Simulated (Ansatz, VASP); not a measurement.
**InPt3 (Yixunite) in two plane-wave programs**

One calculation is typed for both programs; each brings its own data sets and cutoff. How far apart do they land? The cell is taken from a series of VASP runs on this material, whose earlier steps may have relaxed, scaled or displaced it; both programs get it as it stands.

Program: Ansatz 0.2.0. Level of theory: plane waves, with VASP 6.6.1 beside it; relaxation of cell and atoms at PBEsol. Results are calculated unless marked as measured.

### 1. Starting point

It takes space group Pm-3m (No. 221, cubic). Conventional cell: a = 3.992 Å, b = 3.992 Å, c = 3.992 Å, α = 90.00°, β = 90.00°, γ = 90.00°. Pt has 8 Pt at 2.82 Å and 4 In at 2.82 Å nearest. In has 12 Pt at 2.82 Å nearest. Farther neighbours are not listed.

### 2. VASP: relaxation of cell and atoms, PBEsol

The relaxed volume is the usual yardstick between codes: its relative difference is about their pressure difference at one cell divided by the bulk modulus.

Lines of VASP's logs that name or quote its potential files are left out, and so is its time.

File INCAR:

```
SYSTEM = InPt3
PREC = Accurate
ENCUT = 520
EDIFF = 1E-07
NELM = 100
ISMEAR = 1
SIGMA = 0.15
LREAL = .FALSE.
ALGO = Normal
GGA = PS
NBANDS = 27
LASPH = .TRUE.
LORBIT = 11
LWAVE = .FALSE.
LCHARG = .FALSE.
KPAR = 4
IBRION = 2
NSW = 50
ISIF = 3
EDIFFG = -0.005
```

File POSCAR:

```
InPt3
1.0
    3.9921293257      0.0000000000      0.0000000000
    0.0000000000      3.9921293257      0.0000000000
    0.0000000000      0.0000000000      3.9921293257
Pt In
3 1
Direct
    0.5000000000      0.0000000000      0.5000000000
    0.0000000000      0.5000000000      0.5000000000
    0.5000000000      0.5000000000      0.0000000000
    0.0000000000      0.0000000000      0.0000000000
```

File KPOINTS:

```
Automatic mesh
0
Gamma
12 12 12
0 0 0
```

The projector-augmented-wave data sets are Pt and In_d (PBE family, release 64).

The run is started by

```sh
$ mpirun -np 4 vasp_std
```

Numbers of over 12 decimals in the logs are rounded to 6 here.

What it wrote:

```text
[banner, memory and clock lines left out]
running    4 mpi-ranks, on    1 nodes
 distrk:  each k-point on    1 cores,    4 groups
 distr:  one band on    1 cores,    1 groups

 POSCAR found type information on POSCAR PtIn
 POSCAR found :  2 types and       4 ions
|                                                                             |
|               ----> ADVICE to this user running VASP <----                  |
|                                                                             |
|     You enforced a specific xc type in the INCAR file but a different       |
|     [... a line on the potential file left out ...]
|     I HOPE YOU KNOW WHAT YOU ARE DOING!                                     |
|                                                                             |

 LDA part: xc-table for (Slater+PW92), standard interpolation
 POSCAR, INCAR and KPOINTS ok, starting setup
 FFT: planning ... GRIDC
 FFT: planning ... GRID_SOFT
 FFT: planning ... GRID
 WAVECAR not read
 entering main loop
       N       E                     dE             d eps       ncg     rms          rms(c)
DAV:   1     0.391927665680E+03    0.39193E+03   -0.20530E+04  4560   0.192E+03
DAV:   2     0.941652858343E+01   -0.38251E+03   -0.36887E+03  4931   0.468E+02
DAV:   3    -0.254942079984E+02   -0.34911E+02   -0.33102E+02  5191   0.129E+02
DAV:   4    -0.267477452713E+02   -0.12535E+01   -0.12398E+01  5340   0.233E+01
DAV:   5    -0.267868429609E+02   -0.39098E-01   -0.39079E-01  6002   0.433E+00    0.186E+01
DAV:   6    -0.255071213838E+02    0.12797E+01   -0.41294E+00  4832   0.138E+01    0.899E+00
DAV:   7    -0.253868733844E+02    0.12025E+00   -0.19250E-01  6162   0.682E+00    0.433E+00
DAV:   8    -0.253642991638E+02    0.22574E-01   -0.49971E-02  6517   0.228E+00    0.506E-01
DAV:   9    -0.253626296439E+02    0.16695E-02   -0.79276E-03  6236   0.132E+00    0.177E-01
DAV:  10    -0.253626386480E+02   -0.90040E-05   -0.24518E-04  4923   0.125E-01    0.549E-02
DAV:  11    -0.253626386838E+02   -0.35815E-07   -0.12605E-05  5695   0.260E-02    0.157E-02
DAV:  12    -0.253626393648E+02   -0.68104E-06   -0.12794E-06  6046   0.941E-03    0.312E-03
DAV:  13    -0.253626394223E+02   -0.57465E-07   -0.13591E-07  3027   0.297E-03
   1 F= -.25362639E+02 E0= -.25361755E+02  d E =-.253626E+02
 curvature:   0.00 expect dE= 0.000E+00 dE for cont linesearch  0.000E+00
 trial: gam= 0.00000 g(F)=  0.000E+00 g(S)=  0.544E-07 ort = 0.000E+00 (trialstep = 0.100E+01)
 search vector abs. value=  0.545E-07
 reached required accuracy - stopping structural energy minimisation
```

Parts of OUTCAR (step 2):

```text
ion  position               nearest neighbor table
   1  0.500  0.000  0.500-   2 2.82   3 2.82   4 2.82   3 2.82   4 2.82   2 2.82   3 2.82   3 2.82
                             2 2.82   4 2.82   4 2.82   2 2.82
   2  0.000  0.500  0.500-   1 2.82   3 2.82   4 2.82   3 2.82   4 2.82   1 2.82   4 2.82   4 2.82
                             1 2.82   3 2.82   3 2.82   1 2.82
   3  0.500  0.500  0.000-   1 2.82   2 2.82   4 2.82   1 2.82   2 2.82   1 2.82   4 2.82   1 2.82
                             2 2.82   4 2.82   2 2.82   4 2.82
   4  0.000  0.000  0.000-   1 2.82   2 2.82   3 2.82   1 2.82   2 2.82   2 2.82   3 2.82   2 2.82
                             1 2.82   3 2.82   1 2.82   3 2.82

  LATTYP: Found a simple cubic cell.
 ALAT       =     3.9921293257

 Subroutine GETGRP returns: Found 48 space group operations
 (whereof 48 operations were pure point group operations)

The static configuration has the point symmetry O_h .

 Found     84 irreducible k-points:

   k-points           NKPTS =     84   k-points in BZ     NKDIM =     84   number of bands    NBANDS=     27

   dimension x,y,z NGX =    30 NGY =   30 NGZ =   30
   dimension x,y,z NGXF=    60 NGYF=   60 NGZF=   60

   ENCUT  =  520.0 eV  38.22 Ry    6.18 a.u.   7.42  7.42  7.42*2*pi/ulx,y,z

   NELECT =      43.0000    total number of electrons

 k-points in reciprocal lattice and weights: Automatic mesh
   0.00000000  0.00000000  0.00000000       0.001
   0.08333333  0.00000000  0.00000000       0.003
   0.16666667  0.00000000  0.00000000       0.003
   0.25000000  0.00000000  0.00000000       0.003
   0.33333333  0.00000000  0.00000000       0.003
   0.41666667  0.00000000  0.00000000       0.003
   0.50000000  0.00000000  0.00000000       0.002
   0.08333333  0.08333333  0.00000000       0.007
   0.16666667  0.08333333  0.00000000       0.014
[...]
0.50000000  0.50000000  0.41666667       0.003
   0.50000000  0.50000000  0.50000000       0.001

 average (electrostatic) potential at core
       1 -62.6281       2 -62.6281       3 -62.6281       4 -89.6504

 E-fermi :  10.9386

 k-point     1 :       0.0000    0.0000    0.0000
  band No.  band energies     occupation
    ...
     14       8.9281      2.00000
     15       8.9281      2.00000
     16      10.1340      2.00000
     17      10.1340      2.00000
     18      10.9738      0.61417
     19      11.2379     -0.01622
     20      11.2379     -0.01622
     21      11.2379     -0.01622
     22      11.4551     -0.00001
     23      11.4551     -0.00001
    ...

 k-point     2 :       0.0833    0.0000    0.0000
  band No.  band energies     occupation
    ...
     17      10.1289      2.00000
     18      10.7857      2.05403
     19      10.7857      2.05403
     20      10.8945      1.47474
     21      10.8982      1.43775
     22      11.4554     -0.00001
     23      12.0429     -0.00000
     24      12.0429     -0.00000
     25      16.7120      0.00000
     26      17.9597      0.00000
    ...

 k-point     3 :       0.1667    0.0000    0.0000
  band No.  band energies     occupation
    ...
     17      10.1063      2.00000
     18      10.2485      2.00000
     19      10.3005      2.00000
     20      10.3005      2.00000
     21      10.6835      2.03706
     22      11.4560     -0.00001
     23      12.8737     -0.00000
     24      12.8737     -0.00000
     25      16.3678      0.00000
     26      17.8747      0.00000
    ...

  Total       -0.0012267     -0.0012267     -0.0012267      0.0000000      0.0000000     -0.0000000
  in kB       -0.0308914     -0.0308914     -0.0308914      0.0000000      0.0000000     -0.0000000
  external PRESSURE =      -0.0308914 kB  Pullay stress =       0.0000000 kB

  energy-cutoff  :      520.00
  volume of cell :       63.62
      direct lattice vectors                 reciprocal lattice vectors
     3.992129326  0.000000000  0.000000000     0.250492887  0.000000000  0.000000000
     0.000000000  3.992129326  0.000000000     0.000000000  0.250492887  0.000000000
     0.000000000  0.000000000  3.992129326     0.000000000  0.000000000  0.250492887

 POSITION                                       TOTAL-FORCE (eV/Angst)
 -----------------------------------------------------------------------------------
      1.99606      0.00000      1.99606         0.000000      0.000000      0.000000
      0.00000      1.99606      1.99606         0.000000      0.000000      0.000000
      1.99606      1.99606      0.00000         0.000000      0.000000      0.000000
      0.00000      0.00000      0.00000         0.000000      0.000000      0.000000
 -----------------------------------------------------------------------------------
    total drift:                                0.000000      0.000000     -0.000000

  FREE ENERGIE OF THE ION-ELECTRON SYSTEM (eV)
  ---------------------------------------------------
  free  energy   TOTEN  =       -25.3626394223 eV

  energy  without entropy=      -25.3599866770  energy(sigma->0) =      -25.36175517

 reached required accuracy - stopping structural energy minimisation

 total charge
# of ion       s       p       d       tot
------------------------------------------
    1        0.622   0.569   8.109   9.301
    2        0.622   0.569   8.109   9.301
    3        0.622   0.569   8.109   9.301
    4        0.792   0.773   9.975  11.539
--------------------------------------------------
tot          2.657   2.481  34.303  39.441

[... 3 further parts left out ...]
```

### 3. Ansatz: relaxation of cell and atoms, PBEsol

Ansatz runs on its default PAW (the set named soft_2) files.

The same cell, functional, mesh and smearing now go to Ansatz, which takes its cutoff from its data sets.

File input.yaml:

```yaml
crystal:
  lattice:
    - [3.9921293257, 0.0, 0.0]
    - [0.0, 3.9921293257, 0.0]
    - [0.0, 0.0, 3.9921293257]
  atoms:
    - { symbol: Pt, position: [0.5, 0.0, 0.5] }
    - { symbol: Pt, position: [0.0, 0.5, 0.5] }
    - { symbol: Pt, position: [0.5, 0.5, 0.0] }
    - { symbol: In, position: [0.0, 0.0, 0.0] }
hamiltonian:
  xc: pbesol
  pseudopotentials: { kind: paw }
kpoints:
  mp_grid: { grid: [12, 12, 12] }
scf:
  occupations: { method: methfessel_paxton, width: 0.15 }
relax:
  f_tol: 0.01
  max_steps: 60
  cell: { stress_tol: 0.05 }
output:
  forces: true
  stress: true
```

The run is started by

```sh
$ ansatz run input.yaml --threads 4 --pin off --max-ram 9216MiB --backend cpu --events-out ev --progress --plain --runs-dir out
```

What it wrote:

```text
Engine: ansatz 0.2.0, aarch64-unknown-linux-gnu
Pseudopotentials: kind: paw
Pseudopotential: Pt, paw, valence charge 18, recommended cutoff 420 eV (normal), Pt.paw.azcp
Pseudopotential: In, paw, valence charge 13, recommended cutoff 420 eV (normal), In.paw.azcp
Functional definition: PBEsol
  exchange = pbesol_x
  correlation = pbesol_c
Crystal: 4 atoms, lattice volume = 63.623 Å³
Basis set: ecut = 420 eV, 1237 PW (Γ), exchange–correlation on 54×54×54 points (8 copies of the dense FFT grid, shifted against one another)
Bands: 41, of which v1, the nominal top of the filled ones, is band 34 counted from 1 (33 counted from 0)
Symmetry: 48 space group operations
Space group: Pm-3m (ITA 221), of the structure as read, at distance tolerance 4.0e-5 Å
k-points: 84 of 1728
Non-local potential: Pt, projectors of the file, l = 0: 3, l = 1: 2, l = 2: 2, l = 3: 1
Non-local potential: In, projectors of the file, l = 0: 2, l = 1: 2, l = 2: 2, l = 3: 2
PAW form: soft (Blöchl's): semilocal exchange-correlation on the pseudo side does not see the compensation charge
PAW frozen core: Pt, regenerated for the run's functional, and the local potential with it (the file was generated under x = pbe(κ = 0.804, μ = 0.219515), c = pbe(β = 0.066725))
PAW frozen core: In, regenerated for the run's functional, and the local potential with it (the file was generated under x = pbe(κ = 0.804, μ = 0.219515), c = pbe(β = 0.066725))
PAW one-centre angular grid: Pt, 590 points (default); XC on 64 Gauss nodes
PAW one-centre angular grid: In, 590 points (default); XC on 64 Gauss nodes
Initial density: superposition of atomic densities (neutral atoms: chi_scale 0, normalization atom), corrected by the library's trained network
Initial wavefunctions: pseudopotential atomic-orbital guess
Functional: x = pbesol(κ = 0.804, μ = 0.123457), c = pbesol(β = 0.046)
SCF iter   1: F=—  HF=-42678.373405 eV  |F-HF|=—  |Δ(HF+E_count)|=         —  Δρ=9.92e-3  dr2=6.90e-2  ethr=1.77e-3  ⟨swp⟩=5.9  Hψ=12288  notcnv=0  defer=9
preconditioner: auto → Kerker (q_TF=auto, 2.752 Å⁻¹)  [metal: Δε(μ)=0.015 eV  Ē_g=11.613 eV  σ=0.150 eV  W_gap=0.08  n_scr=26 (ndim 8)  ℏωp=30.5 eV  f_vac=0.000  D(μ)=3.52/eV (n_scr^D=32)]
SCF iter   2: F=—  HF=-42678.362055 eV  |F-HF|=—  |Δ(HF+E_count)|=   1.14e-2  S|Δr|=    0.00e0  Δρ=4.83e-3  dr2=1.84e-2  ethr=1.03e-4  ⟨swp⟩=1.3  Hψ=4490  notcnv=0  defer=9
SCF iter   3: F=—  HF=-42678.357679 eV  |F-HF|=—  |Δ(HF+E_count)|=   4.38e-3  S|Δr|=    0.00e0  Δρ=8.30e-4  dr2=5.57e-4  ethr=2.75e-5  ⟨swp⟩=2.0  Hψ=4361  notcnv=0  defer=9
SCF iter   4: F=—  HF=-42678.357544 eV  |F-HF|=—  |Δ(HF+E_count)|=   1.34e-4  S|Δr|=    0.00e0  Δρ=1.68e-4  dr2=4.13e-5  ethr=8.32e-7  ⟨swp⟩=2.6  Hψ=4705  notcnv=0  defer=9
SCF iter   5: F=—  HF=-42678.357554 eV  |F-HF|=—  |Δ(HF+E_count)|=   9.36e-6  S|Δr|=    0.00e0  Δρ=5.45e-5  dr2=1.79e-6  ethr=6.16e-8  ⟨swp⟩=2.2  Hψ=4686  notcnv=0  defer=9
SCF iter   6: F=—  HF=-42678.357553 eV  |F-HF|=—  |Δ(HF+E_count)|=   6.53e-7  S|Δr|=    0.00e0  Δρ=1.52e-5  dr2=1.86e-7  ethr=2.67e-9  ⟨swp⟩=2.0  Hψ=4504  notcnv=0  defer=9
SCF iter   7: F=-42678.357553 eV  HF=-42678.357553 eV  |F-HF|=3.32e-9  |Δ(HF+E_count)|=   5.00e-8  S|Δr|=    0.00e0  Δρ=4.21e-6  dr2=9.41e-9  ethr=1.49e-10  ⟨swp⟩=4.0  Hψ=10783  notcnv=0
SCF 1 converged in 7 iterations: F = -42678.357553 eV  dr2 = 9.41e-9
  greatest PAW one-centre occupation: 1.000 electrons in one spin orbital (limit 2), on the Pt atom at site 1 (counted from 0), in its partial waves of l = 0
relax step   1: F+E_penalty+E_count = -42678.35755286 eV  Δ(F+E_penalty+E_count) = +0.000e0 eV  max|allowed force component| = 6.469e-29 eV/Å  Δτ_max = 0.0000 Å  P = +0.121 GPa  Ω = 63.623 Å³  (7 SCF iters, dr2 threshold 1.00e-7 eV, accepted)
[...]
relax step   2: F+E_penalty+E_count = -42678.35745706 eV  Δ(F+E_penalty+E_count) = +9.580e-5 eV  max|allowed force component| = 9.203e-30 eV/Å  Δτ_max = 0.0000 Å  P = -0.256 GPa  Ω = 63.729 Å³  energy of the carried Pulay correction = -5.093e-5 eV  (4 SCF iters, dr2 threshold 3.68e-8 eV, rejected (line search))
[...]
relax step   3: F+E_penalty+E_count = -42678.35754932 eV  Δ(F+E_penalty+E_count) = +3.536e-6 eV  max|allowed force component| = 1.236e-29 eV/Å  Δτ_max = 0.0000 Å  P = -0.000 GPa  Ω = 63.657 Å³  energy of the carried Pulay correction = -1.634e-5 eV  (6 SCF iters, accepted)
[...]
relax step   4: F+E_penalty+E_count = -42678.35757845 eV  Δ(F+E_penalty+E_count) = -2.913e-5 eV  max|allowed force component| = 1.578e-29 eV/Å  Δτ_max = 0.0000 Å  P = -0.001 GPa  Ω = 63.657 Å³  stress off target by 7.68e-4 GPa  SCF on the basis re-selected at this cell (its energy is not comparable with the rows above)  (3 SCF iters)
basis re-selected at this cell: Δ(F+E_penalty+E_count) = -2.913e-5 eV, ΔP = -0.000 GPa vs the last step (what re-selecting the basis moved, of the pressure what is left beyond the Pulay correction that the steps carried, after the strain that the cell walked since its last selection, with what the two solves' SCF thresholds leave and, on support functions, any second-order correction that the steps lacked; it is no m [...]
SCF converged after 3 iterations
Stability not checked: this state was not tested for a lower state beside it, because cold or Methfessel-Paxton smearing, or corrected tetrahedra, fill the levels in a way that the test cannot read (fill_not_monotonic; see scf.lower_state_search)
Free energy (F): -42678.357578 eV
Harris-Foulkes:  -42678.357578 eV  (|F-HF|=2.18e-11)
Internal energy: -42678.354911 eV  (E = F + TS)
E sigma→0 (E₀):  -42678.356912 eV
Entropy (-TS):   -0.002667 eV (-0.667 meV/atom)
Fermi energy:    20.671956 eV
--- Per-component energies (eV) ---
  E_band       = -402.706007
  E_kinetic    = 2162.484869
  E_local      = -5514.441208  (includes V_loc(G=0)·N_el)
  E_nonlocal   = 978.762756
  E_hartree    = 2079.962330
  E_xc         = -996.196321
  E_vxc        = -1009.550342  (∫ρ·V_xc dr)
  E_paw        = -32035.757171  (= ΣΔE_a)
  E_vpaw       = -1179.887293  (= ΣTr[D̂ρ^β])
  E_aug_tail   = 0.000594  (compensation charges beyond the density's cutoff)
  E_ewald      = -9354.267606
  E_core_change = 1.096846  (= ΣΔE_core)
  E_smearing   = -0.002667  (= −TS)
  E_closure    = -0.000000  (closes the sum)
  Σ components = -42678.357578   (vs F -42678.357578, Δ=0.00e0)
--- Forces (eV/Å), atoms counted from 1 ---
  atom   1  Pt     0.00000000    -0.00000000    -0.00000000
  atom   2  Pt     0.00000000     0.00000000     0.00000000
  atom   3  Pt    -0.00000000     0.00000000    -0.00000000
  atom   4  In     0.00000000    -0.00000000     0.00000000
  max |Σ_I F_I| component: 1.68e-29 eV/Å
--- Stress (GPa, compression-positive) ---
       -0.000768       0.000000       0.000000
        0.000000      -0.000768       0.000000
        0.000000       0.000000      -0.000768
  P = ⅓ Tr σ = -0.0008 GPa (-0.008 kbar)
--- Relaxed structure (3 steps of the walk, 2 accepted, 1 SCFs on fresh bases) ---
  F+E_penalty+E_count = -42678.35757845 eV   max|allowed force component| = 1.578e-29 eV/Å   (the final SCF, on the basis selected at the relaxed cell)
  cell:  # Å, volume = 63.6569 Å³
    - [3.992838, 0, 0]
    - [0.0, 3.992838, 0.0]
    - [0, 0.0, 3.992838]
  atoms:
    - { symbol: Pt, position: [0.5, 0, 0.5] }
    - { symbol: Pt, position: [0, 0.5, 0.5] }
    - { symbol: Pt, position: [0.5, 0.5, 0] }
    - { symbol: In, position: [0, 0, 0] }
```

It took 9.4 s on 4 threads of Arm Neoverse V1, shared host; peak memory 0.47 GiB.

### 4. Comparison

Known differences besides the potentials themselves: both relaxations stop at a tolerance, which leaves soft axes loose, and VASP keeps its plane-wave basis; the data sets hold 67 valence electrons in Ansatz (default PAW (the set named soft_2) files) and 43 in VASP; the cutoff is 420 eV in Ansatz and 520 eV in VASP; Ansatz makes its cores anew for this functional, VASP keeps those of its PBE data sets; Ansatz adds a Pulay correction to the stress that steers its cell, VASP none. Total energies have different zeros and are not compared.

The two programs side by side:

| quantity | Ansatz | VASP | difference |
| --- | --- | --- | --- |
| volume (Å³) | 63.66 | 63.62 | +0.05 % |
| edge a after relaxation, in the typed setting (Å) | 3.993 | 3.992 | +0.02 % |

The walks stopped with 0.00 GPa left in Ansatz and 0.00 GPa in VASP; each walk ends within a tolerance, so the volume difference is uncertain by about these residues over the bulk modulus, most in soft cells.

### 5. Outcome

```yaml
difference_in_volume_relaxation_of_cell_and_atoms_pbesol: 0.053 %
```

In words: The difference in volume is 0.053 % (relaxation of cell and atoms, PBEsol), within the 1.2 % picked in this series as the mark of a large difference, as far as the stopping tolerances let one tell. How closely two codes agree says nothing of how well the functional describes the real material.

[Lines on the potential files, build, host, timing and source positions are cut from VASP's logs without a mark.]

[Logs are printed without paths, hosts, clocks, repeated set-up lines and the standing remarks that a program may print on its own settings, such as how far it seeks lower states.]

[Hosts, paths, dates, database ids (printed as entryN), source tags and the programs' standing remarks are cut or masked in the printed files.]
